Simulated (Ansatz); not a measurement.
# ZnSe: the cost of one run

The runs shown are made with Ansatz 0.2.0. G0W0, plane waves. The cell comes from a prototype generator: it can be a known phase or a hypothetical one. Spin polarisation is off.

### 1 The cell

The cell was relaxed beforehand with r2SCAN.

It is hexagonal, P6_3/mmc (No. 194); a = 4.151 Å, c = 6.175 Å in the conventional setting, 23.04 Å³ an atom. Near Zn stand 3 Se at 2.40 Å; near Se stand 3 Zn at 2.40 Å.

The structure in full:

```cif
data_structure
_symmetry_space_group_name_H-M 'P6_3/mmc'
_symmetry_Int_Tables_number 194
_cell_length_a 4.1514
_cell_length_b 4.1514
_cell_length_c 6.1747
_cell_angle_alpha 90.000
_cell_angle_beta 90.000
_cell_angle_gamma 120.000
_cell_volume 92.16
loop_
_atom_site_label
_atom_site_type_symbol
_atom_site_symmetry_multiplicity
_atom_site_Wyckoff_symbol
_atom_site_fract_x
_atom_site_fract_y
_atom_site_fract_z
_atom_site_occupancy
Zn1 Zn 2 c 0.33333 0.66667 0.25000 1
Se1 Se 2 d 0.66667 0.33333 0.25000 1
```

### 2 149 empty bands, 80 eV

input.yaml reads:

```yaml
crystal:
  lattice:
    - [4.1513888412, 0.0, 0.0]
    - [-2.0756944206, 3.5952081974, 0.0]
    - [0.0, 0.0, 6.1747441704]
  atoms:
    - { symbol: Zn, position: [0.3333333333, 0.6666666667, 0.25] }
    - { symbol: Zn, position: [0.6666666667, 0.3333333333, 0.75] }
    - { symbol: Se, position: [0.6666666667, 0.3333333333, 0.25] }
    - { symbol: Se, position: [0.3333333333, 0.6666666667, 0.75] }
kpoints:
  mp_grid: { grid: [6, 6, 2] }
hamiltonian:
  xc: pbe
scf:
  occupations: { method: fixed }
gw:
  n_empty_bands: 149
  ecut_chi: 80
  qp_bands: [v2, c2]
  qp_kpoints: band_edges
  screening: { model: contour_deformation }
```

Run with:

```console
ansatz run input.yaml --threads 2 --pin off --max-ram 3686MiB --backend cpu --events-out ev --progress --plain --runs-dir out
```

What time and memory should one allow on 2 threads of Arm Neoverse V1, shared host?

About 80 s, with a peak of 0.47 GiB.
